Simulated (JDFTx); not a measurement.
Runs of JDFTx 1.7.0 (patched build) on MnO. Symmetry: Fm-3m, No. 225, cubic system. Conventional cell: a = 4.448 Å, b = 4.448 Å, c = 4.448 Å, α = 90.00°, β = 90.00°, γ = 90.00°. Around Mn (site symmetry m-3m) lie 6 O at 2.22 Å. O (site symmetry m-3m) is surrounded by 6 Mn at 2.22 Å. The cell is a database's computed one.

```tsv
task	level	potentials or basis	cell	k mesh	max SCF steps	SCF threshold on the energy	solver of the electrons	further solve for the empty bands	local potential set to -Z/r beyond	mesh quality	gap on the mesh (eV)	pressure (GPa)	moment (μB)
relaxation of cell and atoms	PBEsol	PseudoDojo-SR-PBEsol-0.4.1-standard	relaxed	5 × 5 × 5	100	1e-10 Ha	scf	no	-	coarse	none	0.0	4.24
relaxation of the atoms	PBEsol	PseudoDojo-SR-PBEsol-0.4.1-standard	atoms relaxed from: relaxed cell strained by -0.01 in Voigt component 4	5 × 5 × 5	100	1e-10 Ha	scf	no	-	coarse	none	0.0	4.24
single point	revPBE	PseudoDojo-SR-PBE-0.5-standard with smoothed tails	as given	10 × 10 × 10	100	1e-09 Ha	scf	yes	6 bohr	not flagged	none	4.8	4.87
relaxation of the atoms	PBEsol	PseudoDojo-SR-PBEsol-0.4.1-standard	atoms relaxed from: relaxed cell strained by 0.01 in Voigt component 4	5 × 5 × 5	100	1e-10 Ha	scf	no	-	coarse	none	0.0	4.24
single point	RPBE	PseudoDojo-SR-PBE-0.5-standard with smoothed tails	as given	10 × 10 × 10	100	1e-09 Ha	scf	yes	6 bohr	not flagged	none	6.2	4.88
relaxation of the atoms	PBEsol	PseudoDojo-SR-PBEsol-0.4.1-standard	atoms relaxed from: relaxed cell strained by -0.01 in Voigt component 1	5 × 5 × 5	100	1e-10 Ha	scf	no	-	coarse	none	1.8	(a)
single point	PBE	PseudoDojo-SR-PBE-0.5-standard	as given	10 × 10 × 10	100	1e-09 Ha	scf	yes	-	not flagged	none	0.5	(b)
```

Alike in all rows: spin collinear, ferromagnetic start; cutoff (eV) 1306; smearing fermi-dirac 0.05 eV.

Problem. Estimate the missing entries.

Solution. (a) 4.23; (b) 4.83.

Caveats: some runs use coarse meshes; a cell with one magnetic atom can't hold antiferromagnetic order, which such compounds often take; semilocal functionals often make such compounds metallic where correlation or magnetic order opens a gap, which also shifts bond lengths; the relaxation stopped at its first step, so nothing moved (some runs); the potentials were made for another functional, which shifts forces and pressure (some runs).

A gap of «none» marks a metal or a gap under the smearing width.
